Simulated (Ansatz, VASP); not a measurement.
# Si in VASP and in Ansatz

File INCAR:

```
  PREC = Accurate
  ENCUT = 600
  EDIFF = 1E-6
  ISMEAR = 0
  SIGMA = 0.02
  LREAL = F
  LASPH = T
  NELM = 80
  ALGO = Normal
  ISIF = 3
  LWAVE = F
  LCHARG = F
  GGA = CA
  IBRION = 2
  NSW = 100
  EDIFFG = -0.002
```

Contents of KPOINTS:

```
regular mesh
0
Gamma
  10 10 10
```

File POSCAR:

```
Si
1.0
    0.0000000000      2.7008305081      2.7008305081
    2.7008305081      0.0000000000      2.7008305081
    2.7008305081      2.7008305081      0.0000000000
Si
2
Direct
    0.5000000000      0.5000000000      0.5000000000
    0.7500000000      0.7500000000      0.7500000000
```

Input for Ansatz:

```yaml
crystal:
  lattice:
    - [0.0, 2.7008305081, 2.7008305081]
    - [2.7008305081, 0.0, 2.7008305081]
    - [2.7008305081, 2.7008305081, 0.0]
  atoms:
    - { symbol: Si, position: [0.5, 0.5, 0.5] }
    - { symbol: Si, position: [0.75, 0.75, 0.75] }
basis:
  ecutwfc: 420
kpoints:
  mp_grid: { grid: [10, 10, 10] }
hamiltonian:
  xc: lda
  pseudopotentials: { kind: paw, azcp: { folder: soft_1 } }
scf:
  occupations: { method: gaussian, width: 0.02 }
output:
  forces: true
  stress: true
  eigenvalues: true
  write_density: true
  write_potential: true
  elf: true
  volumetric_format: npy
relax:
  adjacent_minimum: "off"
  f_tol: 0.002
  max_steps: 80
  cell: { stress_tol: 0.02 }
```

Alike in both runs: task relaxation of cell and atoms; functional LDA; k mesh 10 × 10 × 10; occupations gaussian, width 0.02 eV; no spin polarisation.

```csv
,VASP,Ansatz
version,VASP 6.6.1,Ansatz 0.2.0
potentials or method,"VASP PAW LDA potentials, release 64 (Si)","scalar-relativistic, plane waves, PAW"
plane-wave cutoff (eV),600,420
valence electrons in the cell,8,8
```

|  | VASP | Ansatz | Ansatz less VASP |
| --- | --- | --- | --- |
| gap on the k mesh at the Fermi level, each at its own relaxed structure (eV) | 0.45 | 0.46 | +0.001 |
| relaxed volume (Å³/atom) | 19.72 | 19.70 | -0.014 |
| relaxed cell length with the largest relative difference (Å) | 3.820 | 3.820 | -0.0009 |

Ansatz warned: «pseudo_functional_mismatch».
